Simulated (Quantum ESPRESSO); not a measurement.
## CdS (Hawleyite): phonons with PBE

The system is CdS (Hawleyite).

```
Cd S
1.0
     0.00000    2.91650    2.91650
     2.91650    0.00000    2.91650
     2.91650    2.91650    0.00000
Cd S
1 1
Cartesian
  0.0000 0.0000 0.0000
  4.3748 4.3748 4.3748
```

```
Program             : Quantum ESPRESSO 7.5
Task                : phonons
Functional          : PBE
Potentials or basis : GBRV 1.5 PBE
Cutoff              : 612 eV
Density cutoff      : 4898 eV
k mesh              : 6 × 6 × 6, shifted
Occupations         : fermi-dirac, width 0.05 eV
Spin                : no spin polarisation
Target pressure     : 50 GPa
Mixing beta         : 0.5
Most SCF iterations : 120
SCF threshold       : 4e-10 Ry
```

The relaxed volume is 17.69 Å³/atom. The relaxed cell is a = 3.685 Å, b = 3.685 Å, c = 3.685 Å, α = 60.00°, β = 60.00°, γ = 60.00°. The space group after relaxing (to 0.05 Å) is F-43m (No. 216). The pressure after relaxing is 51.0 GPa, the electronic dielectric tensor (diagonal) is 6.35 and the born charges (mean of the diagonal) is Cd +1.73; S -1.73 e. The highest phonon frequency at Γ, LO-TO splitting left out is 406 cm⁻¹. The static dielectric tensor (diagonal) is 7.36.

Step by step:
```tsv
step	energy change (eV)	largest force (eV/Å)	pressure (GPa)	volume (Å³)
1	0.0000	0.0000	3.16	49.62
2	0.9822	0.0000	31.26	38.69
3	2.3705	0.0000	62.42	33.76
4	1.7486	0.0000	48.65	35.57
5	1.8058	0.0000	49.92	35.38
6	1.8094	0.0000	50.00	35.37
```

Final structure:
```xyz
2
Lattice="0.0000 2.6054 2.6054 2.6054 0.0000 2.6054 2.6054 2.6054 0.0000" Properties=species:S:1:pos:R:3 pbc="T T T"
Cd    0.0000    0.0000    0.0000
S     3.9081    3.9081    3.9081
```

Levels at points of the mesh, in eV from the valence-band top:
```
           k point  band 7  band 8  band 9  band 10  band 11  band 12
(0.08, 0.08, 0.08)   -0.59    0.00    0.00     2.25     6.07     6.29
```

Phonon frequencies in cm⁻¹ (negative: imaginary):
```
              q point        frequencies
(0.000, 0.000, 0.000)  0 0 0 406 406 406
```

Electronic dielectric tensor:
```
6.35 0.00 0.00
0.00 6.35 0.00
0.00 0.00 6.35
```

Born effective charge tensors (e):
atom 1, Cd
```
1.73 0.00 0.00
0.00 1.73 0.00
0.00 0.00 1.73
```
atom 2, S
```
-1.73  0.00  0.00
 0.00 -1.73  0.00
 0.00  0.00 -1.73
```

Optical modes at Γ, degenerate ones joined, polar ones without the macroscopic field:
| cm⁻¹ | components | symmetry | active in | IR intensity, summed ((D/Å)²/amu) |
| --- | --- | --- | --- | --- |
| 406 | 3 | T2 | IR and Raman | 8.32 |

Zone-centre frequencies without and with the macroscopic field along z (cm⁻¹):
|  | optical modes in rising order |
| --- | --- |
| without | 406 406 406 |
| with the field | 406 406 437 |

Static dielectric tensor, electrons and zone-centre modes:
```
7.36 0.00 0.00
0.00 7.36 0.00
0.00 0.00 7.36
```

Run time: 4.5 min on 4 MPI ranks on AMD EPYC (Zen 3), on a shared host, peak memory 0.48 GiB a rank.

Caveat: the volume moved by over 15 % at a fixed basis, so the end points are rough; the cell is more than 3 GPa from zero pressure, which shifts response properties.
